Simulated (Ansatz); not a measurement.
A series in volume scale on ZnO

Results calculated with Ansatz 0.2.0, not measured. Periodic Kohn-Sham DFT of a crystal at fixed atoms, scaled to volume_scale times the given cell; pressure positive in compression, energy less spherical unpolarised free atoms, largest_vzz the field gradient of largest size among the nuclei.

The cell before it is scaled or strained (space group P6_3mc, No. 186):
```
cell vectors (Å)
   3.2494     0.0000     0.0000
  -1.6247     2.8141     0.0000
   0.0000     0.0000     5.2038
atoms (fractions of the cell vectors)
Zn  0.33333  0.66667  0.00000
Zn  0.66667  0.33333  0.50000
O   0.33333  0.66667  0.38210
O   0.66667  0.33333  0.88210
```

Settings of every row: method frozen-core PAW; functional LDA; relativity scalar; k mesh 11x11x6; filling fermi-dirac; smearing width 0.02 eV; wave cutoff 420 eV; paw set soft_2.

Atom start moment: 0 on all atoms.

Limits: PAW files made with PBE.

| row | volume scale | V (Å³/atom) | largest V_zz (1e21 V/m^2) | pressure (GPa) |
| --- | --- | --- | --- | --- |
| 1 | 0.94 | 11.182 | 0.799 | 2.172 |
| 2 | 0.96 | 11.42 | 0.775 | -1.259 |
| 3 | 0.98 | 11.658 | 0.757 | -4.32 |
| 4 | 0.99 | 11.777 | 0.745 | -5.724 |
| 5 | 1 | 11.896 | 0.739 | -7.048 |
| 6 | 1.01 | 12.015 | ? | ? |
| 7 | 1.02 | 12.134 | 0.719 | -9.483 |
| 8 | 1.04 | 12.372 | 0.699 | -11.656 |
| 9 | 1.06 | 12.61 | 0.683 | -13.596 |

Question: what largest V_zz and pressure should row 6 give?

Worked fit of largest V_zz. Take t = volume scale − 1. The shown rows have t = -0.06, -0.04, -0.02, -0.01, 0, 0.02, 0.04, 0.06. Their means are -0.00125 and 0.7395 1e21 V/m^2; the sums about the means are S_tt = 0.01129 and S_ty = -0.01082, whose ratio is the slope. Least squares give largest V_zz = 0.7383 − 0.958 × t 1e21 V/m^2. The rows lie off it by 0.003, -0.002, 0.000, -0.003, 0.001, 0.000, -0.001, 0.002. The withheld row has t = 0.01, so the fit gives 0.7383 − 0.958 × (0.01) = 0.729 1e21 V/m^2.

The calculation gave 0.729 1e21 V/m^2. The fit meets it to the printed digit.

Worked fit of pressure. Take u = (V_r/V)^(2/3) − 1 with V_r = 11.837 Å³ an atom, which is twice the finite (Eulerian) strain; such expansions in the strain, on which the Birch-Murnaghan equation of state is built, carry the rest volume and the bulk modulus. The shown rows have u = 0.03868, 0.0242, 0.01021, 0.00339, -0.00331, -0.01639, -0.02904, -0.0413. Least squares give pressure = −6.4005 + 197.676 × u + 594.36 × u² + 645 × u³ GPa; a parabola predicts inner rows, each left out in turn, worse (root mean square 0.01 against 0.00077 GPa). The rows lie off it by 0.000, 0.001, 0.000, 0.000, 0.000, 0.001, 0.000, 0.000. The pressure vanishes at u = 0.0297, or V = 11.33 Å³ an atom, and there the bulk modulus at fixed shape and fractions is B = −V dP/dV = (2/3)(1 + u) dP/du = 161 GPa. Letting shape and atoms relax would as a rule lower it, by much in layered, chain or molecular crystals. The withheld row has u = -0.0099, so the fit gives −6.4005 + 197.676 × (-0.0099) + 594.36 × (-0.0099)² + 645 × (-0.0099)³ = -8.300 GPa.

The calculation gave -8.3 GPa. The fit meets it to the printed digit.
